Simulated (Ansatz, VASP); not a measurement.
**One calculation of MgO, two programs**

File INCAR:

```
PREC = Accurate
ENCUT = 520
EDIFF = 1E-6
ISMEAR = 0
SIGMA = 0.05
LREAL = F
LASPH = T
NELM = 100
ALGO = Normal
ISIF = 2
LWAVE = F
LCHARG = F
GGA = PE
NBANDS = 11
```

Contents of KPOINTS:

```
regular mesh
0
Gamma
  9 9 8
```

File POSCAR:

```
MgO
1.0
    2.9820912170      0.0000000000      0.0000000000
   -1.4910456085      2.5825667503      0.0000000000
    0.0000000000      0.0000000000      2.7600704000
Mg O
1 1
Direct
    0.0000000000      0.0000000000      0.0000000000
    0.3333333333      0.6666666667      0.5000000000
```

Input for Ansatz:

```yaml
crystal:
  lattice:
    - [2.982091217, 0.0, 0.0]
    - [-1.4910456085, 2.5825667503, 0.0]
    - [0.0, 0.0, 2.7600704]
  atoms:
    - { symbol: Mg, position: [0.0, 0.0, 0.0] }
    - { symbol: O, position: [0.3333333333, 0.6666666667, 0.5] }
basis:
  ecutwfc: 420
kpoints:
  mp_grid: { grid: [9, 9, 8] }
hamiltonian:
  xc: pbe
scf:
  occupations: { method: gaussian, width: 0.05 }
output:
  forces: true
  stress: true
  eigenvalues: true
```

Change from the starting cell: strain +0.015 along x and y, +0.030 along z, atoms carried along.

Alike in both runs: task single point; functional PBE; k mesh 9 × 9 × 8; occupations gaussian, width 0.05 eV; no spin polarisation.

|  | VASP | Ansatz |
| --- | --- | --- |
| version | VASP 6.6.1 | Ansatz 0.2.0 |
| potentials or method | VASP PAW PBE potentials, release 64 (Mg, O) | scalar-relativistic, plane waves, PAW |
| plane-wave cutoff (eV) | 520 | 420 |
| valence electrons in the cell | 8 | 16 |

VASP gave:

| Item | Value |
| --- | --- |
| gap on the k mesh at the Fermi level (eV) | 2.58 |
| least direct gap on the mesh (eV) | 3.02 |
| pressure (GPa) | -8.1 |
| largest component of the traceless stress (GPa) | 5.95 |

Q: Which values does Ansatz return?

A: gap on the k mesh at the Fermi level (eV): 2.60; least direct gap on the mesh (eV): 3.04; pressure (GPa): -7.5; largest component of the traceless stress (GPa): 5.85.

The two sets of potentials don't hold the same shells in valence.

Caveats: an odd mesh through Γ misses points on the zone boundary, where band edges often lie.
